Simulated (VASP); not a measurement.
# SnSe in VASP: further runs

Runs on SnSe. Level: PBEsol. Tasks: single point.

Program: VASP 6.6.1. These are calculated values, not measurements. Logs are shortened: lines on timing, memory, paths and dates and some standing lists are left out, and cuts for length are marked.

## Step 1: The slab as given

The cell holds a slab with vacuum, 4 atoms: a = 4.285 Å, b = 4.285 Å, c = 10.991 Å, α = 90.00°, β = 90.00°, γ = 90.00°.

## Step 2: Single point, PBEsol

File INCAR:

```
PREC     = Accurate       # precision mode
ENCUT    = 520            # plane-wave cutoff, eV
EDIFF    = 1E-6           # SCF threshold, eV
ISMEAR   = 0              # smearing method
SIGMA    = 0.05           # smearing width, eV
LREAL    = F              # projectors in reciprocal space
LASPH    = T              # aspherical terms in the spheres
NELM     = 100            # most SCF steps
ALGO     = Fast           # electronic algorithm
ISIF     = 2              # what is computed and relaxed
LWAVE    = F              # write WAVECAR
LCHARG   = F              # write CHGCAR
GGA      = PS             # functional
NBANDS   = 28             # bands
```

File KPOINTS:

```
regular mesh
0
Gamma
  6 6 4
```

File POSCAR:

```
SnSe
1.0
    4.2853274191      0.0000000000      0.0000000000
    0.0000000000      4.2853274191      0.0000000000
    0.0000000000      0.0000000000     10.9906921300
Sn Se
2 2
Direct
    0.5000000000      0.0000000000      0.3722291100
    0.0000000000      0.5000000000      0.6277708900
    0.5000000000      0.0000000000      0.6160394900
    0.0000000000      0.5000000000      0.3839605100
```

Potentials or basis: VASP PAW PBE potentials, release 64 (Sn_d, Se).

On the command line:

```
$ cat potpaw_PBE.64/Sn_d/POTCAR potpaw_PBE.64/Se/POTCAR > POTCAR
$ mpirun -np 1 vasp_std > vasp.out
```

OUTCAR:

```text
PREC = Accurate
   ENCUT = 520
   EDIFF = 1E-6
   ISMEAR = 0
   LREAL = F
   LASPH = T
   NELM = 100
   ISIF = 2
   GGA = PS

 ion  position               nearest neighbor table
   1  0.500  0.000  0.372-   3 2.68   4 3.03   4 3.03   4 3.03   4 3.03
   2  0.000  0.500  0.628-   4 2.68   3 3.03   3 3.03   3 3.03   3 3.03
   3  0.500  0.000  0.616-   1 2.68   2 3.03   2 3.03   2 3.03   2 3.03
   4  0.000  0.500  0.384-   2 2.68   1 3.03   1 3.03   1 3.03   1 3.03

  LATTYP: Found a simple tetragonal cell.
 ALAT       =     4.2853274191
 C/A-ratio  =     2.5647263453

  Lattice vectors:

 A1 = (   4.2853274191,   0.0000000000,   0.0000000000)
 A2 = (   0.0000000000,   4.2853274191,   0.0000000000)
 A3 = (   0.0000000000,   0.0000000000,  10.9906921300)

Analysis of symmetry for initial positions (statically):
=====================================================================
 Subroutine PRICEL returns:
 Original cell was already a primitive cell.

 Routine SETGRP: Setting up the symmetry group for a
 simple tetragonal supercell.

 Subroutine GETGRP returns: Found 16 space group operations
 (whereof  8 operations were pure point group operations)
 out of a pool of 16 trial point group operations.

The static configuration has the point symmetry D_2d.
 The point group associated with its full space group is D_4h.

Analysis of symmetry for dynamics (positions and initial velocities):
=====================================================================
 Subroutine PRICEL returns:
 Original cell was already a primitive cell.

 Routine SETGRP: Setting up the symmetry group for a
 simple tetragonal supercell.

 Subroutine GETGRP returns: Found 16 space group operations
 (whereof  8 operations were pure point group operations)
 out of a pool of 16 trial point group operations.

The dynamic configuration has the point symmetry D_2d.
 The point group associated with its full space group is D_4h.

 Subroutine INISYM returns: Found 16 space group operations
 (whereof  8 operations are pure point group operations),
 and found     1 'primitive' translations

----------------------------------------------------------------------------------------

                                     Primitive cell

  volume of cell :     201.8334

  direct lattice vectors                    reciprocal lattice vectors
     4.285327419  0.000000000  0.000000000     0.233354398  0.000000000  0.000000000
[... 86 lines left out ...]
   LSORBIT =      F    spin-orbit coupling
   LASPH  =      T    aspherical Exc in radial PAW
   ENCUT  =  520.0 eV  38.22 Ry    6.18 a.u.   7.97  7.97 20.44*2*pi/ulx,y,z
   NELM   =    100;   NELMIN=  2; NELMDL= -5     # of ELM steps
   EDIFF  = 0.1E-05   stopping-criterion for ELM
   LREAL  =      F    real-space projection
[... 7 lines left out ...]
   TEBEG  =    0.0;   TEEND  =   0.0 temperature during run
   PSTRESS=    0.0 pullay stress
   NELECT =      40.0000    total number of electrons
   NUPDOWN=      -1.0000    fix difference up-down
   EMIN   =  10.00;   EMAX   =-10.00  energy-range for DOS
   EFERMI =   0.00;   METHOD = LEGACY
   ISMEAR =     0;   SIGMA  =   0.05  broadening in eV -4-tet -1-fermi 0-gaus
   EFERMI_NEDOS =   21; number of points for ismear=-14 and -15
   IALGO  =     68    algorithm
   IMIX   =      4    mixing-type and parameters
     AMIX     =   0.40;   BMIX     =  1.00
     AMIX_MAG =   1.60;   BMIX_MAG =  1.00
  volume/ion in A,a.u.               =      50.46       340.51
  Fermi-wavevector in a.u.,A,eV,Ry     =   0.954473  1.803693 12.395171  0.911019
  Thomas-Fermi vector in A             =   2.083223
   LORBIT       =      0    0 simple, 1 ext, 2 COOP (PROOUT), +10 PAW based schemes
   GGA     = PS    functional components
   LHFCALC =     F    Hartree Fock is set to
   AEXX    =    0.0000 exact exchange contribution
   IVDW    =     0    specifies the selected vdW correction
   LEPSILON=     F    determine dielectric tensor
   LRPA    =     F    only Hartree local field effects (RPA)
 non-spin polarized calculation
 RMM-DIIS sequential band-by-band and
 Gauss-broadening in eV      SIGMA  =   0.05
  energy-cutoff  :      520.00
  volume of cell :      201.83
 maximum number of plane-waves:      5480
 NGX is ok and might be reduce to    32
   NGX = 15   NGY = 15   NGZ = 41

 number of electron      40.0000020 magnetization

 Free energy of the ion-electron system (eV)
  ---------------------------------------------------
  ext. energy  EPLUGINS =         0.00000000
  ---------------------------------------------------
  free energy    TOTEN  =       -17.57109899 eV

  energy without entropy =      -17.57109899  energy(sigma->0) =      -17.57109899

 E-fermi :   0.7334     XC(G=0):  -6.0852

 val. band max:        0.5080508751   @ k =   0.3333   0.0000   0.5000
 cond. band min:       1.9724574197   @ k =   0.3333   0.0000   0.5000
 fundamental gap:      1.4644065446
 Fermi energy:         0.7333773078

 k-point     1 :       0.0000    0.0000    0.0000
  band No.  band energies     occupation
      1     -20.4484      2.00000
      2     -20.4428      2.00000
      3     -20.4404      2.00000
      4     -20.4354      2.00000
      5     -20.4333      2.00000
      6     -20.4068      2.00000
[... 733 lines left out ...]
     27       6.8505      0.00000
     28       6.8506      0.00000

 [... further k-points ...]

------------------------ aborting loop because EDIFF is reached ----------------------------------------

  FORCE on cell =-STRESS in cart. coord.  units (eV):
  Direction    XX          YY          ZZ          XY          YZ          ZX
  --------------------------------------------------------------------------------------
  -------------------------------------------------------------------------------------
  Total       -1.2259951     -1.2259951     -0.0644581      0.0000000      0.0000000      0.0000000
  in kB       -9.7320928     -9.7320928     -0.5116762      0.0000000      0.0000000      0.0000000
  external PRESSURE =      -6.6586206 kB  Pullay stress =       0.0000000 kB

 VOLUME and BASIS-vectors are now :
 -----------------------------------------------------------------------------
  energy-cutoff  :      520.00
  volume of cell :      201.83
      direct lattice vectors                 reciprocal lattice vectors
     4.285327419  0.000000000  0.000000000     0.233354398  0.000000000  0.000000000
     0.000000000  4.285327419  0.000000000     0.000000000  0.233354398  0.000000000
     0.000000000  0.000000000 10.990692130     0.000000000  0.000000000  0.090986081

 POSITION                                       TOTAL-FORCE (eV/Angst)
 -----------------------------------------------------------------------------------
      2.14266      0.00000      4.09106         0.000000      0.000000      0.093933
      0.00000      2.14266      6.89964        -0.000000      0.000000     -0.093933
      2.14266      0.00000      6.77070        -0.000000     -0.000000      0.092132
      0.00000      2.14266      4.21999         0.000000      0.000000     -0.092132
 -----------------------------------------------------------------------------------
    total drift:                                0.000000      0.000000      0.000000

  FREE ENERGIE OF THE ION-ELECTRON SYSTEM (eV)
  ---------------------------------------------------
  free  energy   TOTEN  =       -17.5710989947 eV

  energy  without entropy=      -17.5710989947  energy(sigma->0) =      -17.57109899
```

Run time: 2.4 min. Hardware: 1 thread of Intel Xeon Platinum 8488C (Sapphire Rapids), shared host; peak memory 0.37 GiB.

Results:

- Free energy: -17.5711 eV
- Largest force: 0.094 eV/Å
- Band gap on the k mesh: 1.46 eV, direct

Forces on the atoms (eV/Å):
```
Sn   0.000  0.000  0.094
Sn   0.000  0.000 -0.094
Se   0.000  0.000  0.092
Se   0.000  0.000 -0.092
```

Levels at points of the mesh, in eV from the valence-band top:
| k point | band 16 | band 17 | band 18 | band 19 | band 20 | band 21 | band 22 | band 23 | band 24 | band 25 |
| --- | --- | --- | --- | --- | --- | --- | --- | --- | --- | --- |
| (0.00, 0.00, 0.00) | -2.97 | -2.97 | -1.63 | -1.63 | -0.21 | 1.70 | 3.76 | 3.79 | 4.45 | 4.45 |
| (0.50, 0.00, 0.00) | -2.22 | -1.45 | -1.45 | -0.20 | -0.20 | 1.56 | 1.56 | 2.12 | 2.12 | 3.21 |
| (0.50, 0.50, 0.00) | -4.73 | -3.15 | -3.15 | -1.62 | -1.62 | 3.74 | 3.74 | 4.73 | 4.73 | 5.01 |
| (0.00, 0.00, 0.50) | -2.97 | -2.97 | -1.63 | -1.63 | -0.21 | 1.55 | 3.76 | 4.45 | 4.45 | 4.77 |
| (0.50, 0.00, 0.50) | -2.22 | -1.45 | -1.45 | -0.20 | -0.20 | 1.56 | 1.56 | 2.12 | 2.12 | 3.13 |
| (0.50, 0.50, 0.50) | -4.73 | -3.15 | -3.15 | -1.61 | -1.61 | 3.71 | 3.71 | 4.79 | 4.79 | 4.98 |

Caveat: the PAW data sets were made with another functional, which shifts forces and pressure a little; spin-orbit coupling is left out, which moves the levels of the heavy elements.

## Step 3: Single point, PBEsol

File INCAR:

```
PREC = Accurate ; ENCUT = 520
EDIFF = 1E-6 ; ISMEAR = 0
SIGMA = 0.05 ; LREAL = False
LASPH = True ; NELM = 80
ALGO = Fast ; ISIF = 2
LWAVE = False ; LCHARG = False
GGA = PS ; NBANDS = 28
```

File KPOINTS:

```
Automatic mesh
0
Gamma
  8 8 4
```

POSCAR is that of step 2.

Potentials or basis: VASP PAW PBE potentials, release 64 (Sn_d, Se).

On the command line:

```
$ cat potpaw_PBE.64/Sn_d/POTCAR potpaw_PBE.64/Se/POTCAR > POTCAR
$ mpirun -np 1 vasp_std > vasp.out
```

OUTCAR:

```text
PREC = Accurate
   ENCUT = 520
   EDIFF = 1E-6
   ISMEAR = 0
   LREAL = False
   LASPH = True
   NELM = 80
   ISIF = 2
   GGA = PS

 ion  position               nearest neighbor table
   1  0.500  0.000  0.372-   3 2.68   4 3.03   4 3.03   4 3.03   4 3.03
   2  0.000  0.500  0.628-   4 2.68   3 3.03   3 3.03   3 3.03   3 3.03
   3  0.500  0.000  0.616-   1 2.68   2 3.03   2 3.03   2 3.03   2 3.03
   4  0.000  0.500  0.384-   2 2.68   1 3.03   1 3.03   1 3.03   1 3.03

  LATTYP: Found a simple tetragonal cell.
 ALAT       =     4.2853274191
 C/A-ratio  =     2.5647263453

  Lattice vectors:

 A1 = (   4.2853274191,   0.0000000000,   0.0000000000)
 A2 = (   0.0000000000,   4.2853274191,   0.0000000000)
 A3 = (   0.0000000000,   0.0000000000,  10.9906921300)

Analysis of symmetry for initial positions (statically):
=====================================================================
 Subroutine PRICEL returns:
 Original cell was already a primitive cell.

 Routine SETGRP: Setting up the symmetry group for a
 simple tetragonal supercell.
[... 173 lines left out ...]

  energy without entropy =      -17.56144889  energy(sigma->0) =      -17.56144889

 E-fermi :   0.9699     XC(G=0):  -6.0845

 val. band max:        0.7135336203   @ k =   0.3750   0.0000   0.5000
 cond. band min:       1.6864462999   @ k =   0.3750   0.0000   0.5000
 fundamental gap:      0.9729126796
 Fermi energy:         0.9699166339

 k-point     1 :       0.0000    0.0000    0.0000
  band No.  band energies     occupation
      1     -20.4476      2.00000
      2     -20.4421      2.00000
      3     -20.4395      2.00000
      4     -20.4330      2.00000
      5     -20.4325      2.00000
      6     -20.4044      2.00000
[... 733 lines left out ...]
     27       6.5464      0.00000
     28       6.5464      0.00000

 [... further k-points ...]

------------------------ aborting loop because EDIFF is reached ----------------------------------------

  FORCE on cell =-STRESS in cart. coord.  units (eV):
  Direction    XX          YY          ZZ          XY          YZ          ZX
  --------------------------------------------------------------------------------------
  -------------------------------------------------------------------------------------
  Total       -1.1582357     -1.1582357     -0.0916067      0.0000000     -0.0000000      0.0000000
  in kB       -9.1942108     -9.1942108     -0.7271846      0.0000000     -0.0000000      0.0000000
  external PRESSURE =      -6.3718688 kB  Pullay stress =       0.0000000 kB

 VOLUME and BASIS-vectors are now :
 -----------------------------------------------------------------------------
  energy-cutoff  :      520.00
  volume of cell :      201.83
      direct lattice vectors                 reciprocal lattice vectors
     4.285327419  0.000000000  0.000000000     0.233354398  0.000000000  0.000000000
     0.000000000  4.285327419  0.000000000     0.000000000  0.233354398  0.000000000
     0.000000000  0.000000000 10.990692130     0.000000000  0.000000000  0.090986081

 POSITION                                       TOTAL-FORCE (eV/Angst)
 -----------------------------------------------------------------------------------
      2.14266      0.00000      4.09106         0.000000      0.000000      0.090803
      0.00000      2.14266      6.89964         0.000000     -0.000000     -0.090803
      2.14266      0.00000      6.77070        -0.000000      0.000000      0.076344
      0.00000      2.14266      4.21999         0.000000      0.000000     -0.076344
 -----------------------------------------------------------------------------------
    total drift:                                0.000000      0.000000      0.000000

  FREE ENERGIE OF THE ION-ELECTRON SYSTEM (eV)
  ---------------------------------------------------
  free  energy   TOTEN  =       -17.5614488922 eV

  energy  without entropy=      -17.5614488922  energy(sigma->0) =      -17.56144889
```

stdout:

```text
POSCAR found type information on POSCAR SnSe
 POSCAR found :  2 types and       4 ions
 scaLAPACK will be used
 -----------------------------------------------------------------------------
|                                                                             |
|                                                                             |
|     You enforced a specific xc type in the INCAR file but a different       |
|     I HOPE YOU KNOW WHAT YOU ARE DOING!                                     |
|                                                                             |
 -----------------------------------------------------------------------------

 LDA part: xc-table for (Slater+PW92), standard interpolation
 POSCAR, INCAR and KPOINTS ok, starting setup
 FFT: planning ... GRIDC
 FFT: planning ... GRID_SOFT
 FFT: planning ... GRID
 WAVECAR not read
 entering main loop
```

Run time: 4.2 min. Hardware: 1 thread of Intel Xeon Platinum 8488C (Sapphire Rapids), shared host; peak memory 0.4 GiB.

Results:

- Free energy: -17.5614 eV
- Largest force: 0.091 eV/Å
- Band gap on the k mesh: 0.97 eV, direct

Forces on the atoms (eV/Å):
```
Sn   0.000  0.000  0.091
Sn   0.000  0.000 -0.091
Se   0.000  0.000  0.076
Se   0.000  0.000 -0.076
```

Caveat: the PAW data sets were made with another functional, which shifts forces and pressure a little; spin-orbit coupling is left out, which moves the levels of the heavy elements.
